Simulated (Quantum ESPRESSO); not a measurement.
Au under changes of volume

One of the cells (17.651 Å³/atom); the others are scaled copies at fixed shape and fractional positions:

```
CELL_PARAMETERS angstrom
1.41131 -2.55593 0.00000
1.41131 2.55593 0.00000
0.00000 0.00000 4.89317
ATOMIC_POSITIONS crystal
Au 0.33467 0.66533 0.25000
Au 0.66533 0.33467 0.75000
```

This isn't the form of Au at room conditions, which is fcc.

| Item | Value |
| --- | --- |
| Program | Quantum ESPRESSO 7.5 |
| Functional | r2SCAN |
| Potentials or basis | SG15 PBE 1.2 |
| Cutoff | 952 eV |
| Density cutoff | 3810 eV |
| k mesh | 6 × 6 × 3 |
| Occupations | fermi-dirac, width 0.05 eV |
| Spin | no spin polarisation |

```csv
volume (Å³/atom),energy over the lowest point (meV/atom),pressure (GPa),largest force (eV/Å)
16.592,33.55,10.6,0.006
16.945,14.19,6.7,0.004
17.298,3.24,3.1,0.002
17.651,0.00,-0.1,0.001
18.004,3.15,-2.7,0.000
18.357,11.48,-5.0,0.002
18.710,?,?,?
```

Problem. What does the run at 18.710 Å³/atom give?

Solution. Energy over the lowest point 24.71 meV/atom; pressure -7.1 GPa; largest force 0.005 eV/Å.

Worked out: A Birch-Murnaghan fit of order 3 (a polynomial in V^(-2/3)) to the other rows has its minimum at 17.65 Å³/atom with B0 = V·E''(V) = 144 GPa and B' = 7.1 at fixed shape and positions, which overstates the stiffness. It gives 24.51 meV/atom at 18.710 Å³/atom, against the run's 24.71, and -dE/dV = -6.8 GPa, against -7.1.

Energies are extrapolated to zero smearing.

Caveats: all runs use coarse meshes; the potentials were made for another functional, which shifts forces and pressure.
